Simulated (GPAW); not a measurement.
Here is a GPAW 26.7.0 calculation.

The input run.py:

```python
import numpy as np
from ase.dft.bandgap import bandgap
from ase.io import write
from ase.spacegroup import crystal
from ase.units import GPa
from gpaw import GPAW, PW
from gpaw.spinorbit import soc_eigenstates

# Te 4c
# Cd 4a
atoms = crystal(['Te', 'Cd'],
                basis=[[0.25, 0.25, 0.25],
                       [0.0, 0.0, 0.0]],
                spacegroup=216, setting=1,  # F-43m
                cellpar=[6.41, 6.41, 6.41, 90.0, 90.0, 90.0],
                primitive_cell=True)

calc = GPAW(mode=PW(600),
            xc='MGGA_X_TPSS+MGGA_C_TPSS',
            kpts={'size': (6, 6, 6), 'gamma': True},
            occupations={'name': 'fermi-dirac', 'width': 0.05},
            nbands=18,
            convergence={'density': 1e-05, 'energy': 1e-05},
            eigensolver='davidson',
            maxiter=150,
            txt='gpaw.txt')
atoms.calc = calc
energy = atoms.get_potential_energy()
forces = atoms.get_forces()
stress = atoms.get_stress()
calc.write('gs.gpw')
write('result.traj', atoms)
print(f'Energy: {energy:.6f} eV')
print('Forces (eV/A):')
print(forces.round(4))
print('Stress (GPa):', (stress / GPa).round(3))
print('Fermi level:', round(calc.get_fermi_level(), 4), 'eV')
print(f'Gap: {bandgap(calc)[0]:.4f} eV, direct: {bandgap(calc, direct=True)[0]:.4f} eV')

path = atoms.cell.bandpath('GXWKGLUWLK,UX', npoints=60, eps=1e-4)
bs_calc = calc.fixed_density(kpts=path, symmetry='off', nbands=31,
                             convergence={'bands': 'CBM+6.0', 'eigenstates': 1e-6}, txt='bands.txt')
bs = bs_calc.band_structure()
bs.write('bs.json')
print(f'Gap on the path: {bandgap(bs_calc)[0]:.4f} eV')

soc = soc_eigenstates(bs_calc, theta=0, phi=0, ignore_xc_potential=True)
np.savetxt('soc_bands.dat', soc.eigenvalues(), fmt='%.4f')
mesh = soc_eigenstates('gs.gpw', theta=0, phi=0, ignore_xc_potential=True)
np.savetxt('soc_mesh.dat', mesh.eigenvalues(), fmt='%.4f')
print('Fermi level with spin-orbit coupling:', round(mesh.fermi_level, 4), 'eV')
```

Potentials or basis: GPAW PAW data sets (gpaw-data 1.2.1), pw.

Launch:

```sh
$ OMP_NUM_THREADS=1 python run.py
```

(1) Estimate the band gap along the path.

(2) Estimate the band gap on the k mesh.

(3) What does it give for the pressure?

## Answers

(1) 0.77 eV, direct.

(2) 0.77 eV, direct.

(3) 3.3 GPa.

Caveat: spin-orbit coupling was added after a scalar SCF, so levels and gaps hold it while energy, forces, pressure and moments don't; this program's spin-orbit splittings come out too wide for heavy elements; the PAW data sets were made with another functional, which shifts forces and pressure a little.

**Measured values to compare with.**

From a printed reference work, data compilation, for a bulk crystal of CdTe at 0 K: band gap 1.607 eV.

A measured gap of CdTe is 1.607 eV (0 K; a printed reference work, data compilation); the calculated 0.77 eV misses it by -0.84 eV. The value is that of TPSS, without temperature or zero-point motion.
